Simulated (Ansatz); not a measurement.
`CC[TeH]` + `F[C](F)F`• → `CC[Te]`• + `FC(F)F` at 400 K and 1 bar (hydrogen abstraction from a Te–H bond).

Calculated with Ansatz (gas phase, PBE0-D4/def2-TZVP geometries, no zero-point term in ΔE). CCSD(T)/CBS is the MP2 limit (def2-TZVPP, def2-QZVPP) plus CCSD(T) − MP2 in def2-TZVPP, frozen cores. This one scheme is used for every species. Open shells (•) are unrestricted, without spin–orbit coupling. def2 core potentials past Kr. For Te outer-core shells are correlated without core-valence functions, which leaves a few kJ/mol of doubt a bond.

```csv
species,CCSD(T)/CBS energy (Eh),H − E (kJ/mol),S (J/(mol·K))
`CC[TeH]`,-347.43450,213.3,336.4
`F[C](F)F`•,-337.34656,49.3,279.9
`CC[Te]`•,-346.81430,190.5,323.9
`FC(F)F`,-338.02896,84.0,275.7
```

H − E and S are ideal-gas, rigid-rotor, harmonic terms from PBE0-D4/def2-TZVP, with the whole ground term of open shells counted as degenerate. 1 Eh = 2625.50 kJ/mol, R = 8.31446 J/(mol·K).

Question: By hand: ΔE, ΔH, ΔS and ΔG.

Answer: ΔE = (-346.81430) + (-338.02896) − (-347.43450) − (-337.34656) = -0.06220 Eh = -163.3 kJ/mol. Δ(H − E) = 190.5 + 84.0 − 213.3 − 49.3 = 11.9, so ΔH = -151.4 kJ/mol. ΔS = 323.9 + 275.7 − 336.4 − 279.9 = -16.7 J/(mol·K). ΔG = -151.4 − 400 × (-16.7)/1000 = -144.7 kJ/mol.

Question: By hand: the equilibrium constant, and the temperature at which ΔG would vanish if ΔH and ΔS stayed fixed.

Answer: log₁₀ K = −ΔG/(RT ln 10) = 18.9. ΔG = 0 at ΔH/ΔS = 9066 K, far beyond where these terms or the molecules hold.

ΔH outweighs TΔS. A doubt of 5 kJ/mol in ΔE shifts log₁₀ K by 0.7 here. These are equilibria of isolated gas molecules and say nothing of rates. Largest T1 diagnostic: 0.014 (customary marks: 0.02 for closed shells, 0.045 for open ones).
